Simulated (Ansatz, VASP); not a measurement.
# MgSe in VASP and in Ansatz

Contents of INCAR:

```
SYSTEM = MgSe
  ALGO = Normal
  EDIFF = 1E-6
  ENCUT = 520
  GGA = PE
  ISIF = 2
  ISMEAR = 0
  LASPH = .TRUE.
  LCHARG = .FALSE.
  LREAL = .FALSE.
  LWAVE = .FALSE.
  NBANDS = 11
  NELM = 100
  PREC = Accurate
  SIGMA = 0.02
```

The input KPOINTS:

```
k-points
0
G
  8 8 8
  0 0 0
```

File POSCAR:

```
MgSe
1.0
    0.0000000000      2.7541231852      2.7541231852
    2.7541231852      0.0000000000      2.7541231852
    2.7541231852      2.7541231852      0.0000000000
Mg Se
1 1
Direct
    0.0000000000      0.0000000000      0.0000000000
    0.5000000000      0.5000000000      0.5000000000
```

Input for Ansatz:

```yaml
crystal:
  lattice:
    - [0.0, 2.7541231852, 2.7541231852]
    - [2.7541231852, 0.0, 2.7541231852]
    - [2.7541231852, 2.7541231852, 0.0]
  atoms:
    - { symbol: Mg, position: [0.0, 0.0, 0.0] }
    - { symbol: Se, position: [0.5, 0.5, 0.5] }
basis:
  ecutwfc: 420
kpoints:
  mp_grid: { grid: [8, 8, 8] }
  band_path:
    path:
      - [[0.0, 0.0, 0.0], [0.5, 0.0, 0.5], [0.625, 0.25, 0.625]]
      - [[0.375, 0.375, 0.75], [0.0, 0.0, 0.0], [0.5, 0.5, 0.5], [0.5, 0.25, 0.75], [0.5, 0.0, 0.5]]
    npoints: 10
hamiltonian:
  xc: pbe
  pseudopotentials: { kind: paw, azcp: { folder: soft_1 } }
scf:
  occupations: { method: gaussian, width: 0.02 }
  n_extra_bands: 7
output:
  forces: true
  stress: true
  eigenvalues: true
```

Alike in both runs: task single point; functional PBE; k mesh 8 × 8 × 8; occupations gaussian, width 0.02 eV; no spin polarisation.

|  | VASP | Ansatz |
| --- | --- | --- |
| version | VASP 6.6.1 | Ansatz 0.2.0 |
| potentials or method | VASP PAW PBE potentials, release 64 (Mg, Se) | scalar-relativistic, plane waves, PAW |
| plane-wave cutoff (eV) | 520 | 420 |
| valence electrons in the cell | 8 | 26 |

|  | VASP | Ansatz | Ansatz less VASP |
| --- | --- | --- | --- |
| gap on the k mesh at the Fermi level (eV) | 1.75 | 1.77 | +0.021 |
| least direct gap on the mesh (eV) | 2.39 | 2.40 | +0.010 |
| pressure (GPa) | -0.1 | 0.0 | +0.12 |

With one functional, cell and mesh, what is left measures potentials, basis and numerics. The two sets of potentials don't hold the same shells in valence.

A k mesh can miss the band edges.
